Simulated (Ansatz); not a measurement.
Sb under changes of volume

One of the cells (26.666 Å³/atom); the others are scaled copies at fixed shape and fractional positions:

```xyz
1
Lattice="0.0000 2.3712 2.3712 2.3712 0.0000 2.3712 2.3712 2.3712 0.0000" Properties=species:S:1:pos:R:3 pbc="T T T"
Sb    0.0000    0.0000    0.0000
```

This isn't the form of Sb at room conditions, which is rhombohedral.

* Program: Ansatz 0.2.0
* Functional: LDA
* Potentials or basis: Ansatz PAW
* Cutoff: 420 eV (not typed: the program's choice for these potentials)
* k mesh: 10 × 10 × 10
* Occupations: fermi-dirac, width 0.05 eV
* Spin: no spin polarisation

| volume (Å³/atom) | energy over the lowest point (meV/atom) | pressure (GPa) |
| --- | --- | --- |
| 25.066 | 3.07 | 1.7 |
| 25.599 | 0.00 | 0.2 |
| 26.133 | ? | ? |
| 26.666 | 6.84 | -2.3 |
| 27.199 | 16.25 | -3.4 |
| 27.733 | 29.36 | -4.5 |
| 28.266 | 45.82 | -5.4 |

Task: What does the run at 26.133 Å³/atom give?

Result: Energy over the lowest point 1.36 meV/atom; pressure -1.1 GPa.

Worked out: A Birch-Murnaghan fit of order 3 (a polynomial in V^(-2/3)) to the other rows has its minimum at 25.70 Å³/atom with B0 = V·E''(V) = 63 GPa (rough, since the energies scatter). It gives 1.34 meV/atom at 26.133 Å³/atom, against the run's 1.36, and -dE/dV = -1.0 GPa, against -1.1.

Energies are extrapolated to zero smearing.

Caveats: the PAW data sets come from PBE, with cores solved anew for the run's functional, which leaves a small shift of forces and pressure.
